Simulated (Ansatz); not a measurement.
# SiNi: the cost of one run

Program: Ansatz 0.2.0. Level of theory: DFT PBEsol, scalar-relativistic, plane waves, PAW. These are calculated values, not measurements.

1 further run of the same task is left out (set aside as unsound or not needed).

### Step 1. The structure to begin with

It takes space group Pmmn (No. 59, orthorhombic). The conventional cell has a = 2.993 Å, b = 3.236 Å, c = 4.673 Å, α = 90.00°, β = 90.00°, γ = 90.00°. Si (site symmetry mm2) has 6 Ni at 2.33 to 2.37 Å and 4 Si at 2.65 Å as nearest neighbours. Ni (site symmetry mm2) is surrounded by 6 Si at 2.33 to 2.37 Å and 4 Ni at 2.65 Å.

Structure file:

```
Si Ni
1.0
     2.99260    0.00000    0.00000
     0.00000    3.23643    0.00000
     0.00000    0.00000    4.67278
Si Ni
2 2
Cartesian
  1.4963 1.6182 3.9372
  0.0000 0.0000 0.7355
  1.4963 1.6182 1.6041
  0.0000 0.0000 3.0687
```

It is the result of an earlier relaxation at this level (volume 11.31 Å³/atom; gap on the mesh: none (metal)).

Its energy, with the smearing taken to zero, is -12855.1122 eV for the 4-atom cell on a 14×12×10 mesh; differences below count from it.

### Step 2. Next cell: Ni and Si exchanged on 2 pairs of sites drawn at random in a supercell of the crystal

In a supercell of the relaxed crystal with 16 atoms, 2 Ni and as many Si trade places (25 % of the Ni sites); all atoms are shaken by 0.02 Å.

The cell holds 8 Si, 8 Ni: a = 5.985 Å, b = 6.424 Å, c = 6.424 Å, α = 60.51°, β = 62.23°, γ = 62.23°.

### Step 3. Relaxation without symmetry, coarse mesh

A cheap relaxation: coarse mesh, no symmetry, loose thresholds.

Contents of input.yaml:

```yaml
crystal:
  lattice:
    - [-5.9852053713, 0.0, 0.0]
    - [-2.9926026856, -3.2364348584, 4.672777893]
    - [-2.9926026856, 3.2364348584, 4.672777893]
  atoms:
    - { symbol: Si, position: [0.8256855783, 0.6738712916, 0.1706487416] }
    - { symbol: Si, position: [0.8331096493, 0.1702118909, 0.6711304537] }
    - { symbol: Ni, position: [0.3278665211, 0.6690423751, 0.1731155104] }
    - { symbol: Si, position: [0.3326766571, 0.1693175856, 0.6662216881] }
    - { symbol: Si, position: [0.9215262906, 0.0735094684, 0.0836842498] }
    - { symbol: Si, position: [0.9238429189, 0.5751867276, 0.5773130436] }
    - { symbol: Ni, position: [0.4227416826, 0.0753381622, 0.0725576564] }
    - { symbol: Si, position: [0.417733587, 0.5825386413, 0.5771811174] }
    - { symbol: Ni, position: [0.079769731, 0.4235393404, 0.9191955912] }
    - { symbol: Ni, position: [0.0797876129, 0.9156591607, 0.4204834924] }
    - { symbol: Ni, position: [0.5743329223, 0.4286127804, 0.9225189352] }
    - { symbol: Si, position: [0.5820680428, 0.9181837239, 0.4199518197] }
    - { symbol: Si, position: [0.1703841096, 0.8268565821, 0.8250906166] }
    - { symbol: Ni, position: [0.1700931403, 0.326739947, 0.3295888997] }
    - { symbol: Ni, position: [0.6759567753, 0.8370152987, 0.8204364356] }
    - { symbol: Ni, position: [0.667735456, 0.3331958709, 0.3315545118] }
  symmetry: { detect: false }
basis:
  ecutwfc: 420
kpoints:
  mp_grid: { grid: [3, 3, 3], shift: [0.0, 0.0, 0.0] }
hamiltonian:
  xc: pbesol
scf:
  occupations: { method: gaussian, width: 0.1 }
  lower_state_search: "off"
output:
  forces: true
  stress: true
  eigenvalues: true
relax:
  adjacent_minimum: "off"
  f_tol: 0.04
  max_steps: 50
  cell: { stress_tol: 0.3 }
```

Run with:

```
$ ansatz run input.yaml --threads 4 --pin off --max-ram 9216MiB --backend cpu --events-out ev --progress --plain --runs-dir out
```

**Question.** How long does this run take on 4 threads of Intel Xeon Platinum 8488C (Sapphire Rapids), shared host, and how much memory does it need?

About 74 s, with a peak of 0.85 GiB.
